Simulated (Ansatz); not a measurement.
## Sb: course of a relaxation

Computed with DFT PBEsol, scalar-relativistic, plane waves, PAW (Ansatz 0.2.0). Run with 420 eV cutoff, 16×16×16 k-mesh, Gaussian smearing of 0.10 eV, no spin polarisation.

What was changed in Nb: Nb → Sb on all its sites, cell and atoms relaxed.

A cell with an odd number of electrons and no spin polarisation is a metal by construction and may be lower with spin.

Command:

```bash
ansatz run input.yaml --threads 1 --pin off --max-ram 2560MiB --backend cpu --events-out ev --progress --plain --runs-dir out
```

Input:

```yaml
crystal:
  lattice:
    - [-1.8694415801, 1.8694415801, 1.8694415801]
    - [1.8694415801, -1.8694415801, 1.8694415801]
    - [1.8694415801, 1.8694415801, -1.8694415801]
  atoms:
    - { symbol: Sb, position: [0.0, 0.0, 0.0] }
basis:
  ecutwfc: 420
kpoints:
  mp_grid: { grid: [16, 16, 16] }
hamiltonian:
  xc: pbesol
scf:
  occupations: { method: gaussian, width: 0.1 }
output:
  forces: true
  stress: true
  eigenvalues: true
relax:
  adjacent_minimum: "off"
  f_tol: 0.01
  max_steps: 60
  cell: { stress_tol: 0.1 }
```

F is the free energy. Steps run on the plane waves of an earlier cell, but the last one, and at times one on the way, on a freshly chosen basis, so a repeated geometry can differ a little in energy.

Steps:

```json
{"step": "1", "F − F(1) (eV)": "0.0000", "largest force component (eV/Å)": "0.000", "V (Å³/atom)": "26.133", "P (GPa)": "-0.51"}
{"step": "2", "F − F(1) (eV)": "-0.0003", "largest force component (eV/Å)": "0.000", "V (Å³/atom)": "25.850", "P (GPa)": "0.21"}
{"step": "3", "F − F(1) (eV)": "-0.0004", "largest force component (eV/Å)": "0.000", "V (Å³/atom)": "25.933", "P (GPa)": "0.00"}
{"step": "4", "F − F(1) (eV)": "-0.0003", "largest force component (eV/Å)": "0.000", "V (Å³/atom)": "25.933", "P (GPa)": "0.00"}
```

Relaxed structure:

```cif
data_structure
_symmetry_space_group_name_H-M 'P 1'
_symmetry_Int_Tables_number 1
_cell_length_a 3.2297
_cell_length_b 3.2297
_cell_length_c 3.2297
_cell_angle_alpha 109.471
_cell_angle_beta 109.471
_cell_angle_gamma 109.471
_cell_volume 25.93
loop_
_atom_site_label
_atom_site_type_symbol
_atom_site_fract_x
_atom_site_fract_y
_atom_site_fract_z
_atom_site_occupancy
Sb1 Sb 0.00000 0.00000 0.00000 1
```

Symmetry: Im-3m, No. 229, cubic system. Conventional cell: a = 3.729 Å, b = 3.729 Å, c = 3.729 Å, α = 90.00°, β = 90.00°, γ = 90.00°. Around Sb (site symmetry m-3m) lie 8 Sb at 3.23 Å.

The run converged. It took 9.1 s on 1 thread of Intel(R) Xeon(R) Platinum 8488C (Sapphire Rapids) (shared host), peak memory 0.39 GiB.